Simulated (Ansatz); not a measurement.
The calculation used DFT PBE, scalar-relativistic, plane waves, PAW in Ansatz 0.2.0. Settings: cutoff 420 eV, Γ-centred meshes spaced at most about 0.3 Å⁻¹, and about 0.25 Å⁻¹ or finer for metals (2π included), Gaussian smearing. Spin is collinear.

Temperature and zero-point effects are left out.

**Question.** Order these relaxed structures of Cu2Ni3 by energy, lowest first, with the energy over the lowest of them.
A.
(parallel moments up to 0.5 μB)
Space group P-3m1 (No. 164). a = 2.506 Å, b = 2.506 Å, c = 20.761 Å, α = 90.00°, β = 90.00°, γ = 120.00°
| atom | site | symmetry | x | y | z |
| --- | --- | --- | --- | --- | --- |
| Cu | 2d | 3m. | 0.3333 | 0.6667 | 0.0514 |
| Cu | 2d | 3m. | 0.3333 | 0.6667 | 0.6496 |
| Ni | 2d | 3m. | 0.3333 | 0.6667 | 0.8477 |
| Ni | 2d | 3m. | 0.3333 | 0.6667 | 0.2494 |
| Ni | 2d | 3m. | 0.3333 | 0.6667 | 0.4514 |

B.
(parallel moments up to 0.6 μB)
Space group I4/mmm (No. 139). a = 2.516 Å, b = 2.516 Å, c = 17.811 Å, α = 90.00°, β = 90.00°, γ = 90.00°
```json
{"atom": "Cu", "site": "4e", "symmetry": "4mm", "x": "0.5000", "y": "0.5000", "z": "0.3021"}
{"atom": "Ni", "site": "2a", "symmetry": "4/mmm", "x": "0.0000", "y": "0.0000", "z": "0.0000"}
{"atom": "Ni", "site": "4e", "symmetry": "4mm", "x": "0.0000", "y": "0.0000", "z": "0.4038"}
```

**Answer.** B (0 meV/atom), A (24 meV/atom). Counting all near atoms (those within 1.25 times the shortest distance at each site): B has Cu 12, Ni 12; A has Cu 12, Ni 12. Both come from invented guesses.

For metals, differences of a few meV/atom aren't resolved. Another magnetic order may lie lower. Cells relaxed within their symmetry can be saddle points. Some candidate types were left out of the draw beforehand, so a known form may be missing.
